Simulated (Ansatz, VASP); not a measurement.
# Ni: VASP beside Ansatz

```
Ni
1.0
    -1.18451    1.18451    1.18451
     1.18451   -1.18451    1.18451
     1.18451    1.18451   -1.18451
Ni
1
Direct
  0.00000 0.00000 0.00000
```

Alike in both runs: functional PBE; k mesh 23 × 23 × 23; occupations fermi-dirac, width 0.1 eV; collinear spin.

Ansatz relaxed the structure, and its values are those at the end. VASP's run is a single point on that final structure, the one shown.

```csv
,VASP,Ansatz
version,VASP 6.6.1,Ansatz 0.2.0
potentials or method,"VASP PAW PBE potentials, release 64 (Ni), cutoff 520 eV","all-electron LAPW, scalar-relativistic"
```

|  | VASP | Ansatz | Ansatz less VASP |
| --- | --- | --- | --- |
| net moment per atom (μB) | 0.00 | 0.00 | 0.000 |

Ansatz ran all-electron here, so the differences hold the error of VASP's frozen core and of both bases. Ansatz warned: «seeded_moment_not_kept».
